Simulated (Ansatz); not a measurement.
**PbS: band structure with LDA**

Crystal: PbS.

```
CELL_PARAMETERS angstrom
2.07995 -5.99130 0.00000
2.07995 5.99130 0.00000
0.00000 0.00000 4.27932
ATOMIC_POSITIONS crystal
Pb 0.13056 0.86944 0.25000
Pb 0.86944 0.13056 0.75000
S 0.35480 0.64520 0.25000
S 0.64520 0.35480 0.75000
```

Measurements of this composition are mostly on another form, of space group No. 225.

- Program: Ansatz 0.2.0
- Task: band structure
- Functional: LDA
- Potentials or basis: Ansatz PAW
- Cutoff: 420 eV (not typed: the program's choice for these potentials)
- k mesh: 7 × 7 × 6
- Occupations: fermi-dirac, width 0.05 eV
- Spin: no spin polarisation
- Path: [["G", "X", "S", "R", "A", "Z", "G", "Y", "X1", "A1", "T", "Y"], ["Z", "T"]]
- Points for each segment of the path: 14

```yaml
Pressure: -3.5 GPa
Largest_force: 0.113 eV/Å
Band_gap_on_the_k_mesh: 1.11 eV, indirect (least direct gap 1.29 eV)
Band_gap_along_the_path: 1.00 eV, indirect (least direct gap 1.08 eV)
```

Forces in eV/Å, atoms in the order of the input:
```
Pb   0.000 -0.113  0.000
Pb   0.000  0.113  0.000
S    0.000  0.054  0.000
S    0.000 -0.054  0.000
```

Stress tensor (GPa, compression positive):
```
-3.61  0.00  0.00
 0.00 -3.07  0.00
 0.00  0.00 -3.85
```

Levels at the corners of the path, in eV from the valence-band top:
| point | band 17 | band 18 | band 19 | band 20 | band 21 | band 22 | band 23 | band 24 |
| --- | --- | --- | --- | --- | --- | --- | --- | --- |
| Γ | -2.40 | -1.67 | -1.49 | -0.50 | 4.53 | 4.58 | 4.73 | 5.43 |
| X | -1.36 | -1.23 | -0.73 | -0.28 | 1.49 | 1.68 | 1.94 | 2.56 |
| S | -1.35 | -1.17 | -0.42 | -0.41 | 1.62 | 1.72 | 2.08 | 2.84 |
| R | -3.16 | -3.16 | -1.46 | -1.46 | 3.28 | 3.28 | 5.12 | 5.12 |
| A | -2.82 | -2.82 | -1.49 | -1.49 | 3.09 | 3.09 | 5.55 | 5.55 |
| Z | -1.11 | -1.11 | -0.15 | -0.15 | 1.67 | 1.67 | 2.63 | 2.63 |
| Γ | -2.40 | -1.67 | -1.49 | -0.50 | 4.53 | 4.58 | 4.73 | 5.43 |
| Y | -1.97 | -1.89 | -1.32 | -0.49 | 1.01 | 4.32 | 4.69 | 4.80 |
| X1 | -1.36 | -1.23 | -0.73 | -0.28 | 1.49 | 1.68 | 1.94 | 2.56 |
| A1 | -2.82 | -2.82 | -1.49 | -1.49 | 3.09 | 3.09 | 5.55 | 5.55 |
| T | -1.22 | -1.22 | -0.55 | -0.55 | 1.56 | 1.56 | 3.05 | 3.05 |
| Y | -1.97 | -1.89 | -1.32 | -0.49 | 1.01 | 4.32 | 4.69 | 4.80 |
| Z | -1.11 | -1.11 | -0.15 | -0.15 | 1.67 | 1.67 | 2.63 | 2.63 |
| T | -1.22 | -1.22 | -0.55 | -0.55 | 1.56 | 1.56 | 3.05 | 3.05 |

Wall time 16 s on 2 threads of Intel(R) Xeon(R) Processor @ 2.70GHz, on a shared host, peak memory 0.53 GiB.

Caveat: the k mesh misses the band edges, so the gap on the mesh is wider than the one along the path; spin-orbit coupling is left out, which as a rule narrows the gap of such compounds by several tenths of an eV; the PAW data sets come from PBE, with cores solved anew for the run's functional, which leaves a small shift of forces and pressure.
